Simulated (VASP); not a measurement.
Runs of VASP 6.6.1 on I. The structure is cubic, space group Im-3m (No. 229). Conventional cell: a = 4.179 Å, b = 4.179 Å, c = 4.179 Å, α = 90.00°, β = 90.00°, γ = 90.00°. Around I (site symmetry m-3m) lie 8 I at 3.62 Å. The real solid is made of molecules; this cell is a model form.

```tsv
task	level	cell	k mesh	cutoff (eV)	smearing	grid for exact exchange (PRECFOCK)	exchange at q = 0	mesh quality	gap on the mesh (eV)	pressure (GPa)	relaxed volume (Å³/atom)
relaxation of cell and atoms	SCAN	relaxed	9 × 9 × 9	600	gaussian 0.05 eV	-	-	not flagged	none	0.0	35.82
relaxation of cell and atoms	TPSSh	relaxed	5 × 5 × 5	600	gaussian 0.05 eV	Fast	truncated	coarse	none	0.0	(a)
single point	r2SCAN	as given	9 × 9 × 9	520	fermi-dirac 0.05 eV	-	-	not flagged	none	-0.2	-
relaxation of cell and atoms	r2SCAN+D4	relaxed	9 × 9 × 9	600	gaussian 0.05 eV	-	-	not flagged	none	0.0	(b)
relaxation of the atoms	r2SCAN	atoms relaxed from: cell strained at random at fixed volume	7 × 7 × 7	520	gaussian 0.05 eV	-	-	not flagged	none	-0.3	-
relaxation of cell and atoms	r2SCAN	relaxed	9 × 9 × 9	600	gaussian 0.05 eV	-	-	not flagged	none	0.0	36.12
```

Alike in all rows: potentials or basis VASP PAW PBE potentials, release 64 (I); no spin polarisation.

Question: Estimate the missing entries.

Answer: (a) 33.28; (b) 35.32.

Caveats: some runs use coarse meshes; the PAW data sets were made with another functional, which shifts forces and pressure a little; an odd number of electrons without spin polarisation forces a metal; a magnetic or distorted state may lie lower; pairwise dispersion overbinds metals, which lowers pressure and volume (some runs); the relaxation stopped at its first step, so nothing moved (some runs).

A k mesh can miss the band edges, and the runs leave out spin-orbit coupling on I.

A gap of «none» marks a metal or a gap under the smearing width.
